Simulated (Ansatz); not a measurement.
# Ni (Fm-3m) in Ansatz: settings compared

One crystal, Ni, is run at these levels: LDA, PBE, HSEsol; tasks: elastic constants, phonons, band structure.

All numbers are computed with Ansatz 0.2.0; they aren't measurements. Logs are shortened: lines on timing, memory, paths and dates and some standing lists are left out, and cuts for length are marked.

**1. Starting point**

Symmetry: Fm-3m, No. 225, cubic system. The conventional cell has a = 3.475 Å, b = 3.475 Å, c = 3.475 Å, α = 90.00°, β = 90.00°, γ = 90.00°. Ni (site symmetry m-3m) is surrounded by 12 Ni at 2.46 Å.

**2. Elastic constants, LDA, collinear spin, ferromagnetic start**

Input file input.yaml:

```yaml
crystal:
  lattice:
    - [0.0, 1.737572933, 1.737572933]
    - [1.737572933, 0.0, 1.737572933]
    - [1.737572933, 1.737572933, 0.0]
  atoms:
    - { symbol: Ni, position: [0.0, 0.0, 0.0], spin: 1.0 }
hamiltonian:
  xc: lda
  pseudopotentials: { kind: paw }
magnetization:
  spin_polarized: true
kpoints:
  mp_grid: { grid: [10, 10, 10] }
scf:
  occupations: { method: fermi_dirac, width: 0.05 }
output:
  forces: true
  stress: true
elastic:
  mode: clamped_ion
  stencil: two_point
```

Potentials or basis: Ansatz PAW.

Launch:

```sh
ansatz run input.yaml --threads 2 --pin off --max-ram 5632MiB --backend cpu --events-out ev --progress --plain --runs-dir out
```

The log of the run:

```text
Warning: RAYON_NUM_THREADS=2 ignored (pool sized by the plan → 2); use --threads N
Engine: ansatz 0.2.0, aarch64-unknown-linux-gnu
Pseudopotentials: kind: paw
Pseudopotential: Ni, paw, valence charge 18, recommended cutoff 420 eV (normal), Ni.paw.azcp
Functional definition: SPW92
  exchange = slater_x
  correlation = pw_c
Crystal: 1 atoms, lattice volume = 10.492 Å³
Basis set: ecut = 420 eV, 181 PW (Γ)
Bands: 14, of which v1, the nominal top of the filled ones, is band 9 counted from 1 (8 counted from 0)
Symmetry: 48 space group operations
Space group: Fm-3m (ITA 225), of the structure as read, at distance tolerance 2.2e-5 Å
Magnetic group: BNS 225.116 (UNI 1618), of the structure as read, at distance tolerance 2.2e-5 Å
k-points: 47 of 1000
Non-local potential: Ni, projectors of the file, l = 0: 3, l = 1: 2, l = 2: 3, l = 3: 1
PAW form: soft (Blöchl's): semilocal exchange-correlation on the pseudo side does not see the compensation charge
PAW frozen core: Ni, regenerated for the run's functional, and the local potential with it (the file was generated under x = pbe(κ = 0.804, μ = 0.2195149727645171), c = pbe(β = 0.06672455060314922))
PAW one-centre angular grid: Ni, 590 points (default); XC on 64 Gauss nodes
Initial density: superposition of atomic densities (chi_scale 0.1, normalization cell)
Starting moments: Σ|m| = 1 μB on 1 of 1 site
Initial wavefunctions: pseudopotential atomic-orbital guess
Functional: x = slater, c = lda
SCF 1 converged in 11 iterations: F = -5773.368635 eV  dr2 = 4.71e-11
a single point of the input's cell can leave the moments in the input for a lower state (scf.lower_state_search): this run first made a single point of its cell. This run's own SCFs start from the density of the state that the single point found, with the moments in the input. The single point stayed on the moments in the input.
Initial density: read from a saved state, or passed on in memory by an earlier SCF of this step, an earlier step, the calling program or the single point that the run made first
Stability of the state it starts from, as read at its close in the collinear treatment: not read negative (Ritz values of 1 − χ₀K, real part plus size of imaginary part, from 0.66 to 1.0, by its mixing steps under the symmetry group of the SCF that read it); its run was given moments
Starting moments: Σ|m| = 1 μB on 1 of 1 site; this step starts from the density that it was given
iter 1 solved again at ethr=1.04e-7 eV; its pass at ethr=3.10e-3 eV (dr2=1.87e-5 eV) is discarded
SCF iter   1: F=—  HF=-5773.368634 eV  |F-HF|=—  |Δ(HF+E_count)|=         —  Δρ=6.41e-7 (↑1.70e-7 ↓6.41e-7)  dr2=2.62e-11  dr2_m=8.09e-12  M=0.698 μB ∫|m|=0.755 μB  β_m=0.65  ethr=1.04e-7  ⟨swp⟩=2.7  Hψ=10100  notcnv=0
eigensolver tolerance schedule: the retry pair's looser diagonalisation over-reported the residual by 715632.28 of it (diagonalisation noise at an unbounded share of the residual, at the tolerance the schedule requests for it); recorded, not acted on — ethr = c·dr2/N_el stays at c = 1.0e-1
preconditioner: auto → none  [metal: Δε(μ)=0.015 eV  Ē_g=17.191 eV  σ=0.050 eV  W_gap=0.07  n_scr=0 (ndim 8)  ℏωp=36.3 eV  f_vac=0.000  D(μ)=1.78/eV (n_scr^D=26)]
SCF iter   2: F=—  HF=-5773.368635 eV  |F-HF|=—  |Δ(HF+E_count)|=   5.35e-7  Δρ=4.97e-7 (↑4.97e-7 ↓2.26e-7)  dr2=2.75e-11  dr2_m=2.04e-12  M=0.698 μB ∫|m|=0.755 μB  β_m=0.35  ethr=1.45e-13 (applied; sched 1.00e-12)  ⟨swp⟩=3.6  Hψ=3156  notcnv=0
SCF iter   3: F=—  HF=-5773.368635 eV  |F-HF|=—  |Δ(HF+E_count)|=  5.46e-12  Δρ=2.55e-7 (↑1.34e-7 ↓2.55e-7)  dr2=8.97e-13  dr2_m=3.54e-12  M=0.698 μB ∫|m|=0.755 μB  β_m=0.68  ethr=1.53e-13 (applied; sched 1.00e-12)  ⟨swp⟩=2.3  Hψ=1743  notcnv=0
SCF iter   4: F=—  HF=-5773.368635 eV  |F-HF|=—  |Δ(HF+E_count)|=  1.82e-12  Δρ=1.64e-7 (↑1.64e-7 ↓1.03e-7)  dr2=3.91e-12  dr2_m=1.02e-13  M=0.698 μB ∫|m|=0.755 μB  β_m=0.69  ethr=4.98e-15 (applied; sched 1.00e-12)  ⟨swp⟩=2.0  Hψ=2198  notcnv=0
SCF iter   5: F=—  HF=-5773.368635 eV  |F-HF|=—  |Δ(HF+E_count)|=  1.82e-12  Δρ=6.55e-8 (↑5.42e-8 ↓6.55e-8)  dr2=8.20e-13  dr2_m=3.19e-15  M=0.698 μB ∫|m|=0.755 μB  β_m=0.76  ethr=2.17e-14 (applied; sched 1.00e-12)  ⟨swp⟩=1.0  Hψ=1326  notcnv=0
SCF iter   6: F=—  HF=-5773.368635 eV  |F-HF|=—  |Δ(HF+E_count)|=    0.00e0  Δρ=1.59e-8 (↑8.16e-9 ↓1.59e-8)  dr2=2.96e-14  dr2_m=1.93e-15  M=0.698 μB ∫|m|=0.755 μB  β_m=0.88  ethr=1.00e-12  ⟨swp⟩=3.0  Hψ=4536  notcnv=0
SCF iter   7: F=-5773.368635 eV  HF=-5773.368635 eV  |F-HF|=0.00e0  |Δ(HF+E_count)|=  1.82e-12  Δρ=3.76e-9 (↑2.77e-9 ↓3.76e-9)  dr2=1.33e-15  dr2_m=1.32e-16  M=0.698 μB ∫|m|=0.755 μB  ethr=1.00e-12  ⟨swp⟩=3.1  Hψ=3433  notcnv=0
SCF 2 converged in 7 iterations: F = -5773.368635 eV  dr2 = 1.33e-15
Crystal: 1 atoms, lattice volume = 10.471 Å³
Symmetry: 16 space group operations
k-points: 102 of 1000
Initial density: handed on by an earlier stage of this run
Initial wavefunctions: those handed on with the density
iter 1 solved again at ethr=5.80e-8 eV; its pass at ethr=3.10e-3 eV (dr2=1.04e-5 eV) is discarded
SCF iter   1: F=—  HF=-5773.369850 eV  |F-HF|=—  |Δ(HF+E_count)|=         —  Δρ=2.43e-4 (↑2.43e-4 ↓2.03e-4)  dr2=1.07e-5  dr2_m=4.84e-7  M=0.698 μB ∫|m|=0.755 μB  β_m=0.30  ethr=5.80e-8  ⟨swp⟩=2.1  Hψ=18110  notcnv=0  defer=53
[... 34 lines left out ...]
iter 1 solved again at ethr=2.08e-11 eV; its pass at ethr=3.10e-3 eV (dr2=3.74e-9 eV) is discarded
SCF iter   1: F=—  HF=-5773.368608 eV  |F-HF|=—  |Δ(HF+E_count)|=         —  Δρ=7.25e-6 (↑3.30e-6 ↓7.25e-6)  dr2=3.18e-9  dr2_m=5.96e-10  M=0.698 μB ∫|m|=0.755 μB  β_m=0.30  ethr=2.08e-11  ⟨swp⟩=1.5  Hψ=28305  notcnv=0  defer=99
SCF iter   2: F=—  HF=-5773.368608 eV  |F-HF|=—  |Δ(HF+E_count)|=  2.98e-10  Δρ=5.36e-6 (↑2.19e-6 ↓5.36e-6)  dr2=1.56e-9  dr2_m=3.89e-10  M=0.698 μB ∫|m|=0.755 μB  β_m=0.64  ethr=1.77e-11  ⟨swp⟩=1.0  Hψ=4618  notcnv=0  defer=99
SCF iter   3: F=—  HF=-5773.368608 eV  |F-HF|=—  |Δ(HF+E_count)|=  3.75e-10  Δρ=8.34e-7 (↑8.34e-7 ↓2.62e-7)  dr2=2.33e-11  dr2_m=2.79e-11  M=0.698 μB ∫|m|=0.755 μB  β_m=0.82  ethr=8.67e-12  ⟨swp⟩=1.0  Hψ=4618  notcnv=0  defer=99
SCF iter   4: F=—  HF=-5773.368608 eV  |F-HF|=—  |Δ(HF+E_count)|=  4.91e-11  Δρ=1.55e-6 (↑5.16e-7 ↓1.55e-6)  dr2=2.32e-10  dr2_m=2.87e-11  M=0.698 μB ∫|m|=0.755 μB  β_m=0.82  ethr=1.29e-13 (applied; sched 1.00e-12)  ⟨swp⟩=2.0  Hψ=7816  notcnv=0  defer=170
SCF iter   5: F=—  HF=-5773.368608 eV  |F-HF|=—  |Δ(HF+E_count)|=  4.46e-11  Δρ=3.24e-7 (↑3.24e-7 ↓1.71e-7)  dr2=1.23e-11  dr2_m=7.23e-13  M=0.698 μB ∫|m|=0.755 μB  β_m=0.83  ethr=1.00e-12  ⟨swp⟩=2.1  Hψ=6235  notcnv=0  defer=99
SCF iter   6: F=—  HF=-5773.368608 eV  |F-HF|=—  |Δ(HF+E_count)|=  2.73e-12  Δρ=3.78e-8 (↑3.59e-8 ↓3.78e-8)  dr2=1.50e-13  dr2_m=2.87e-14  M=0.698 μB ∫|m|=0.755 μB  β_m=0.73  ethr=6.85e-14 (applied; sched 1.00e-12)  ⟨swp⟩=2.1  Hψ=6233  notcnv=0  defer=170
SCF iter   7: F=-5773.368608 eV  HF=-5773.368608 eV  |F-HF|=0.00e0  |Δ(HF+E_count)|=    0.00e0  Δρ=3.26e-9 (↑2.22e-9 ↓3.26e-9)  dr2=1.02e-16  dr2_m=5.62e-16  M=0.698 μB ∫|m|=0.755 μB  ethr=1.00e-12  ⟨swp⟩=3.9  Hψ=13155  notcnv=0
SCF 6 converged in 7 iterations: F = -5773.368608 eV  dr2 = 1.02e-16
SCF converged after 7 iterations
Magnetization: 0.6980 μB (9.3490 up, 8.6510 down)
Absolute magnetization: 0.7556 μB (∫|ρ↑−ρ↓|, with the PAW one-centre terms)
Spin contamination: 0.0045 ħ² per cell (⟨S²⟩ above its minimum at these occupations)
Per-site moments (μB) at R_I (Å): [(0.7237154403192387, 1.0136359230776613)]
Free energy (F): -5773.368635 eV
Harris-Foulkes:  -5773.368635 eV  (|F-HF|=0.00e0)
Internal energy: -5773.354248 eV  (E = F + TS)
E sigma→0 (E₀):  -5773.361441 eV
Entropy (-TS):   -0.014387 eV (-14.387 meV/atom)
Fermi energy:    18.564190 eV
--- Per-component energies (eV) ---
  E_band       = -274.769977
  E_kinetic    = 283.417899
  E_local      = -3378.326925  (includes V_loc(G=0)·N_el)
  E_nonlocal   = 637.932846
  E_hartree    = 1408.113386
  E_xc         = -84.941411
  E_vxc        = -109.964861  (∫ρ·V_xc dr)
  E_paw        = -1562.328800  (= ΣΔE_a)
  E_vpaw       = -524.056170  (= ΣTr[D̂ρ^β])
  E_aug_tail   = 0.000463  (compensation charges beyond the density's cutoff)
  E_ewald      = -3077.655828
  E_core_change = 0.434120  (= ΣΔE_core)
  E_smearing   = -0.014387  (= −TS)
  E_closure    = 0.000000  (closes the sum)
  Σ components = -5773.368635   (vs F -5773.368635, Δ=0.00e0)
--- Forces (eV/Å), atoms counted from 1 ---
  atom   1  Ni    -0.00000000    -0.00000000     0.00000000
  max |Σ_I F_I| component: 7.81e-32 eV/Å
--- Stress (GPa, compression-positive) ---
       -9.628901      -0.000000       0.000000
       -0.000000      -9.628901       0.000000
        0.000000      -0.000000      -9.628901
  P = ⅓ Tr σ = -9.6289 GPa (-96.289 kbar)
--- Band table (eV; the first three rows and the last of 94) ---
  k-point 0 ↑: bands = ["-84.3599", "-45.0197", "-45.0197", "-45.0197", "9.1730", "16.0030", "16.0030", "16.0030", "17.2334", "17.2334", "42.4085", "46.5336", "46.5336", "46.5336"]
  k-point 1 ↑: bands = ["-84.3560", "-45.0445", "-45.0232", "-45.0232", "9.5725", "15.8997", "16.0908", "16.0908", "17.1992", "17.1992", "40.7443", "43.8173", "45.7239", "45.7239"]
  k-point 2 ↑: bands = ["-84.3457", "-45.1089", "-45.0325", "-45.0325", "10.7020", "15.6943", "16.2324", "16.2324", "17.2126", "17.2126", "35.7847", "43.0017", "44.7043", "44.7043"]
  k-point 46 ↓: bands = ["-83.4307", "-44.3700", "-44.3231", "-44.2723", "14.8969", "15.4852", "16.4626", "17.9310", "18.9633", "25.1964", "28.2437", "28.8688", "30.4166", "46.4976"]
--- Elastic constants: 2 strain directions × 2 members + reference (group order 48) ---
  dense FFT box of the reference and of every strained cell: 18×18×18
  strains applied: 11, 23; error gains: componentwise 1.00 (the most a stress slope's error grows in a printed constant), spectral 1.73 (1 for all six strains in a standard setting)
  C = ∂σ_k/∂η_j (tension-positive GPa; Voigt order 11 22 33 23 13 12):
       283.392    166.845    166.845      0.000      0.000     -0.000
       166.845    283.392    166.845     -0.000      0.000      0.000
       166.845    166.845    283.392      0.000     -0.000     -0.000
         0.000      0.000      0.000    140.393      0.000     -0.000
        -0.000     -0.000      0.000     -0.000    140.393      0.000
         0.000     -0.000      0.000     -0.000     -0.000    140.393
  reference stress σ⁰ (GPa):      9.629      9.629      9.629     -0.000     -0.000      0.000
  C* (energy form; C + prestress term) asymmetry max|C*_kj − C*_jk| = 1.137e-13 GPa — a small one proves nothing (zero by symmetry where the batch's group is 432, −43m or m−3m); a large one is finite-difference/SCF noise where every solve meets its electron count
  moduli (Voigt/Reuss/Hill, GPa): K = 205.69/205.69/205.69   G = 107.55/89.78/98.66   E = 255.19   ν = 0.293
  mechanically stable: yes (min eigenvalue of sym C = 116.55 GPa)
  strain η (Voigt 11):  stress-route row diagonal C_11 = 283.39 GPa, energy-path curvature d²(F+E_count+ΔE)/dδ²/Ω₀ = 283.54 GPa
         δ    σ_11 (GPa)             F (eV)   n_scf  n_hpsi   n_pw
    -2.000e-3       9.0579       -5773.3698482       9   55435    210
     2.000e-3      10.1915       -5773.3673321       7   46943    212
  strain η (Voigt 23):  stress-route row diagonal C_44 = 140.39 GPa, energy-path curvature d²(F+E_count+ΔE)/dδ²/Ω₀ = 136.24 GPa
         δ    σ_23 (GPa)             F (eV)   n_scf  n_hpsi   n_pw
    -2.000e-3      -0.2808       -5773.3686077       8  100775    210
     2.000e-3       0.2808       -5773.3686077       7   76322    210
```

Wall time 15 s (2 threads of Arm Neoverse N1, shared host); peak memory 0.31 GiB.

Results:

```yaml
Free_energy: -5773.3686 eV
Pressure: -9.6 GPa
Band_gap_on_the_k_mesh: none (metal or under the smearing width)
Net_moment: 0.70 μB per cell
Absolute_moment: 0.76 μB per cell
Site_moments: Ni +0.72 μB
Elastic_constants_C11_C12_C44: 283, 167, 140 GPa
Voigt_bulk_modulus: 206 GPa
```

Levels at points of the mesh, in eV from the Fermi level:
Spin up:
```
             k point  band 5  band 6  band 7  band 8  band 9  band 10  band 11  band 12  band 13  band 14
  (0.00, 0.00, 0.00)   -9.39   -2.56   -2.56   -2.56   -1.33    -1.33    23.84    27.97    27.97    27.97
 (0.00, 0.00, -0.50)   -5.13   -2.56   -2.56   -0.60   -0.60    -0.45     5.84    22.39    25.07    25.07
(0.00, -0.50, -0.50)   -4.95   -4.45   -0.57   -0.45   -0.45     2.35     9.46    14.99    14.99    20.00
```
Spin down:
| k point | band 6 | band 7 | band 8 | band 9 | band 10 | band 11 | band 12 | band 13 |
| --- | --- | --- | --- | --- | --- | --- | --- | --- |
| (0.00, 0.00, 0.00) | -1.82 | -1.82 | -1.82 | -0.65 | -0.65 | 23.83 | 28.03 | 28.03 |
| (0.00, 0.00, -0.50) | -1.90 | -1.90 | -0.41 | 0.18 | 0.18 | 6.30 | 22.37 | 25.20 |
| (0.00, -0.50, -0.50) | -3.84 | 0.15 | 0.40 | 0.40 | 2.41 | 9.81 | 15.08 | 15.08 |

Elastic tensor in Voigt notation (GPa, in the Cartesian axes of the cell as first typed):
```
283 167 167   0   0   0
167 283 167   0   0   0
167 167 283   0   0   0
  0   0   0 140   0   0
  0   0   0   0 140   0
  0   0   0   0   0 140
```

Caveat: the cell is more than 3 GPa from zero pressure, which shifts response properties; elastic constants of metals need much finer meshes, so these are rough; the PAW data sets come from PBE, with cores solved anew for the run's functional, which leaves a small shift of forces and pressure.

[end of part 1 of 2]
